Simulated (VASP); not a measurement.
# CaO, energy along a vibration (SMASS = -2): which settings are enough?

CaO, Fm-3m (no. 225), atoms displaced along the mode, 2 atoms in the cell. PBEsol, energy along a line of displacements; PAW potentials Ca_sv, O (PBE set). VASP 6.6.1.

Wanted: harmonic frequency within 1 %.

Space group without the displacement: Fm-3m (no. 225); Mode: optical mode at Gamma along [111].

POSCAR of the starting run:
```
CaO
1.0
    0.0000000000      2.4035556960      2.4035556960
    2.4035556960      0.0000000000      2.4035556960
    2.4035556960      2.4035556960      0.0000000000
Ca O
1 1
Direct
   -0.0027412790     -0.0027412790     -0.0027412790
    0.5068669904      0.5068669904      0.5068669904

    0.0032944084   0.0032944084   0.0032944084
   -0.0082525970  -0.0082525970  -0.0082525970
```

The series start from k mesh: 6 × 6 × 6; Cutoff (eV): 520; Step along the mode (Å): 0.02; Electronic threshold (eV): 1e-7. Each series keeps the choices made before it, and each single choice may use up half of a tolerance.

## k mesh

| k mesh | Harmonic frequency (THz) | Time (s) |
|---|---|---|
| 3 × 3 × 3 | 7.039 | 41 |
| 4 × 4 × 4 | 7.681 | 68 |
| 5 × 5 × 5 | 7.798 | 97 |
| 6 × 6 × 6 | 7.822 | 200 |
| 7 × 7 × 7 | 7.827 | 277 |
| 9 × 9 × 9 (reference) | 7.829 | 535 |

Chosen: 5 × 5 × 5, the loosest value from which every tighter one stays within half of the tolerance.

## Cutoff (eV)

| Cutoff (eV) | Harmonic frequency (THz) | Time (s) |
|---|---|---|
| 280 | 7.945 | 37 |
| 340 | 8.079 | 45 |
| 400 | 7.848 | 65 |
| 460 | 7.797 | 66 |
| 520 | 7.798 | 97 |
| 600 (reference) | 7.796 | 116 |

Chosen: 460.

## Electronic threshold (eV)

| Electronic threshold (eV) | Harmonic frequency (THz) | Time (s) |
|---|---|---|
| 0.001 | 7.809 | 37 |
| 0.0001 | 7.81 | 52 |
| 1e-5 | 7.81 | 56 |
| 1e-6 | 7.81 | 58 |
| 1e-7 | 7.81 | 54 |
| 1e-8 (reference) | 7.81 | 81 |

Chosen: 0.001.

Also changed on the way, by series that aren't shown: Step along the mode (Å): 0.08.

## All choices together

| Input | Harmonic frequency (THz) | Time (s) |
|---|---|---|
| defaults on a coarse mesh (naive) | 7.737 | 15 |
| chosen settings | 7.809 | 37 |
| reference settings throughout | 7.816 | 494 |

The tolerance is met.

## The input

INCAR:
```
ALGO     = Normal         # electronic algorithm
EDIFF    = 0.001          # SCF threshold, eV
ENCUT    = 460            # plane-wave cutoff, eV
GGA      = PS             # functional
IBRION   = 0              # ionic algorithm
ISMEAR   = 0              # smearing method
ISYM     = 0            
IWAVPR   = 11           
KPAR     = 2            
LASPH    = True           # aspherical terms in the spheres
LCHARG   = False          # write CHGCAR
LREAL    = False          # projectors in reciprocal space
LWAVE    = False          # write WAVECAR
NELMIN   = 4            
NSW      = 9              # ionic steps
POTIM    = 1              # step
PREC     = Accurate       # precision mode
SIGMA    = 0.03           # smearing width, eV
SMASS    = -2            
```

KPOINTS:
```
Automatic mesh
0
Gamma
  5 5 5
  0 0 0
```

POSCAR:
```
CaO
1.0
    0.0000000000      2.4035556960      2.4035556960
    2.4035556960      0.0000000000      2.4035556960
    2.4035556960      2.4035556960      0.0000000000
Ca O
1 1
Direct
   -0.0109651160     -0.0109651160     -0.0109651160
    0.5274679618      0.5274679618      0.5274679618

    0.0131776335   0.0131776335   0.0131776335
   -0.0330103880  -0.0330103880  -0.0330103880
```

Commands:
```
cat potpaw_PBE.64/Ca_sv/POTCAR potpaw_PBE.64/O/POTCAR > POTCAR
mpirun -np 2 vasp_std > vasp.out
```

Limits: NELMIN = 4 forces that many electronic steps, so a loose EDIFF looks better here than it is.

The chosen input took VASP 6.6.1 37 s on 2 cores (Intel Xeon Platinum 8259CL @ 2.50GHz (Skylake/Cascade Lake)), a shared host.

## An input that fails: SMASS left out, so the atoms move under their forces

It runs to its end, but against the unchanged starting input it is off by 2.4 % in the harmonic frequency.

Changes against the starting input:
```
- SMASS = -2
```
